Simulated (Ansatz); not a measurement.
Runs of Ansatz 0.2.0 on SrVO3. The structure is cubic, space group Pm-3m (No. 221). Conventional cell: a = 3.841 Å, b = 3.841 Å, c = 3.841 Å, α = 90.00°, β = 90.00°, γ = 90.00°. Sr (site symmetry m-3m) has 12 O at 2.72 Å as nearest neighbours. V (site symmetry m-3m) has 6 O at 1.92 Å as nearest neighbours. Around O (site symmetry 4/mmm) lie 2 V at 1.92 Å. 

| task | level | cell | cutoff (eV) | points for each segment of the path | gap on the mesh (eV) | pressure (GPa) | moment (μB) | relaxed volume (Å³/atom) |
| --- | --- | --- | --- | --- | --- | --- | --- | --- |
| relaxation of cell and atoms | PBE+D4 | relaxed | 420 | - | none | 0.0 | 0.00 | 11.28 |
| relaxation of cell and atoms | PBEsol+D3(BJ) | relaxed | 420 | - | none | 0.0 | 0.00 | 10.84 |
| band structure | r2SCAN | as given | 500 | 14 | none | (a) | (b) | - |
| relaxation of cell and atoms | PBE+D3(BJ) | relaxed | 420 | - | none | 0.0 | 0.00 | 11.24 |

Alike in all rows: potentials or basis Ansatz PAW; spin collinear, ferromagnetic start; k mesh 7 × 7 × 7; smearing fermi-dirac 0.05 eV.

Estimate the missing entries.

(a) 0.1; (b) 1.00.

Caveats: semilocal functionals often make such compounds metallic where correlation or magnetic order opens a gap, which also shifts bond lengths; the plane-wave basis is chosen anew once the cell has moved, so the energies of steps on either side of that aren't comparable (some runs); pairwise dispersion overbinds metals, which lowers pressure and volume (some runs); the starting moments weren't kept (some runs); the PAW data sets come from PBE, with cores solved anew for the run's functional, which leaves a small shift of forces and pressure (some runs); the magnetic or orbital state may not be the lowest (some runs).

A k mesh can miss the band edges, and the runs leave out spin-orbit coupling on Sr.

A gap of «none» marks a metal or a gap under the smearing width.
